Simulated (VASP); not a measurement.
Input of a VASP 6.6.1 run:

Contents of INCAR:

```
SYSTEM = Ni
PREC = Accurate
ENCUT = 520
EDIFF = 1E-7
ISMEAR = 0
SIGMA = 0.1
LREAL = .FALSE.
LASPH = .TRUE.
NELM = 150
ALGO = Normal
ISIF = 2
LWAVE = .FALSE.
LCHARG = .FALSE.
ISPIN = 2
MAGMOM = 0.8
LORBIT = 11
LMAXMIX = 4
GGA = PE
```

The input KPOINTS:

```
Automatic mesh
0
G
  10 10 10
  0 0 0
```

The input POSCAR:

```
Ni
1.0
    0.0000000000      1.7619350000      1.7619350000
    1.7619350000      0.0000000000      1.7619350000
    1.7619350000      1.7619350000      0.0000000000
Ni
1
Direct
    0.0000000000      0.0000000000      0.0000000000
```

Potentials or basis: VASP PAW PBE potentials, release 64 (Ni).

Run with:

```sh
$ cat potpaw_PBE.64/Ni/POTCAR > POTCAR
$ mpirun -np 1 vasp_std > vasp.out
```

(1) Estimate the site moments.

(2) Estimate the band gap on the k mesh.

Results:

(1) Ni +0.73 μB.

(2) none (metal or under the smearing width).
